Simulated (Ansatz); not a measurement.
A plane-wave DFT run in Ansatz 0.2.0 (scalar-relativistic PAW potentials unless the input names others): input and command.

```yaml
crystal:
  lattice:
    - [2.6148554501, -0.0503045861, 0.0139097584]
    - [-1.3509927746, 2.248493254, -0.010281126]
    - [0.0370031908, -0.0102174713, 6.7288176471]
  atoms:
    - { symbol: B, position: [0.2822807989, 0.7107382427, 0.2491645241] }
    - { symbol: B, position: [0.7104914612, 0.3727106347, 0.7555071849] }
    - { symbol: "N", position: [0.345455545, 0.6832254185, 0.7442262241] }
    - { symbol: "N", position: [0.661772195, 0.2333257041, 0.251102067] }
basis:
  ecutwfc: 420
kpoints:
  mp_grid: { grid: [12, 12, 4] }
hamiltonian:
  xc: lda
  dispersion: d3bj
scf:
  occupations: { method: gaussian, width: 0.05 }
  mixing: { algorithm: broyden, beta: 0.9 }
output:
  forces: true
  eigenvalues: true
  stress: true
```

```bash
ansatz run input.yaml --threads 2 --pin off --max-ram 5120MiB --backend cpu --events-out ev --progress --plain --runs-dir out
```

Abridged log:
```
Warning: the engine holds no damping parameters fitted to this dispersion correction and functional, so the run takes those fitted to pbe (hamiltonian.dispersion, under Limitations)
Pseudopotentials: kind: paw
Pseudopotential: B, paw, valence charge 3, recommended cutoff 420 eV (normal)
Pseudopotential: N, paw, valence charge 5, recommended cutoff 420 eV (normal)
Functional definition: SPW92
Crystal: 4 atoms, lattice volume = 39.103 Å³
Basis set: ecut = 420 eV, 775 PW (Γ)
Bands: 12, of which v1, the nominal top of the filled ones, is band 8 counted from 1 (7 counted from 0)
Symmetry: 1 space group operations
Space group: P1 (ITA 1), of the structure as read, at distance tolerance 3.4e-5 Å
k-points: 292 of 576 (time reversal used)
Initial density: superposition of atomic densities (neutral atoms: chi_scale 0, normalization atom), corrected by the library's trained network
Initial wavefunctions: pseudopotential atomic-orbital guess
Functional: x = slater, c = lda
SCF iter   1: F=—  HF=-1050.410615 eV  |F-HF|=—  |Δ(HF+E_count)|=         —  Δρ=9.67e-3  dr2=3.35e-2  ethr=1.77e-3  ⟨swp⟩=6.4  Hψ=21680  notcnv=0
SCF iter   2: F=—  HF=-1050.414638 eV  |F-HF|=—  |Δ(HF+E_count)|=   4.02e-3  Δρ=1.24e-2  dr2=5.33e-2  ethr=2.09e-4  ⟨swp⟩=2.3  Hψ=9169  notcnv=0  κ⁻¹=1.0e0(r=1)
SCF iter   3: F=—  HF=-1050.399140 eV  |F-HF|=—  |Δ(HF+E_count)|=   1.55e-2  Δρ=1.84e-3  dr2=1.35e-3  ethr=2.09e-4  ⟨swp⟩=2.3  Hψ=6894  notcnv=0  defer=2  κ⁻¹=1.8e-2(r=2)
SCF iter   4: F=—  HF=-1050.398820 eV  |F-HF|=—  |Δ(HF+E_count)|=   3.20e-4  Δρ=4.83e-4  dr2=2.39e-4  ethr=8.43e-6  ⟨swp⟩=2.2  Hψ=7353  notcnv=0  κ⁻¹=2.8e-3(r=3)
SCF iter   5: F=—  HF=-1050.398751 eV  |F-HF|=—  |Δ(HF+E_count)|=   6.95e-5  Δρ=1.12e-4  dr2=1.28e-5  ethr=1.49e-6  ⟨swp⟩=2.0  Hψ=5148  notcnv=0  κ⁻¹=1.7e-4(r=4)
SCF iter   6: F=—  HF=-1050.398746 eV  |F-HF|=—  |Δ(HF+E_count)|=   4.65e-6  Δρ=9.46e-6  dr2=3.87e-8  ethr=6.25e-10  ⟨swp⟩=4.9  Hψ=20434  notcnv=0  κ⁻¹=2.8e-6(r=5)
SCF iter   7: F=-1050.398746 eV  HF=-1050.398746 eV  |F-HF|=4.50e-9  |Δ(HF+E_count)|=   1.10e-8  Δρ=3.74e-6  dr2=5.48e-9  ethr=2.42e-10  ⟨swp⟩=2.3  Hψ=12675  notcnv=0
SCF 1 converged in 7 iterations: F = -1050.398746 eV  dr2 = 5.48e-9
SCF converged after 7 iterations
Stability not checked: this state was not tested for a lower state beside it, because the mixer in use, unlike msr1, does not test its closes by its own steps (another_mixer; see scf.mixing.algorithm and scf.lower_state_search)
Free energy (F): -1050.398746 eV
Harris-Foulkes:  -1050.398746 eV  (|F-HF|=4.50e-9)
Internal energy: -1050.398746 eV  (E = F + TS)
E sigma→0 (E₀):  -1050.398746 eV
Fermi energy:    6.010010 eV
  E_disp       = -0.532471  (pairwise vdW)
--- Forces (eV/Å), atoms counted from 1 ---
  atom   1  B     -1.51344487   -12.26448612     0.10345600
  atom   2  B     -2.04919005    -1.62532570    -1.06638048
  atom   3  N      2.03865727     1.59347454     1.07272042
  atom   4  N      1.52398161    12.29623589    -0.10991222
--- Stress (GPa, compression-positive) ---
      -16.436120      14.282779      -0.657069
       14.282780      22.047911       0.228578
       -0.657070       0.228578      -3.846497
  P = ⅓ Tr σ = 0.5884 GPa (5.884 kbar)
```

Apart from outputs and empty bands, the input differs from a reference run on usual settings in scf.mixing.algorithm: not typed → "broyden"; scf.mixing.beta: not typed → 0.9; hamiltonian.dispersion: not typed → "d3bj". The reference, at the same geometry (not necessarily relaxed), gave pressure 2.22 GPa, largest force 12.471 eV/Å, gap on the mesh 2.31 eV. This run converged in 7 SCF iterations (reference: 7) with an energy at zero smearing 133 meV/atom below the reference's (the Hamiltonian itself differs), pressure 0.59 GPa, largest force 12.391 eV/Å, gap on the mesh 2.31 eV.

The run took 3.7 s on 2 threads of Intel(R) Xeon(R) 6975P-C (Granite Rapids), with other jobs on the host, peak memory 0.49 GiB.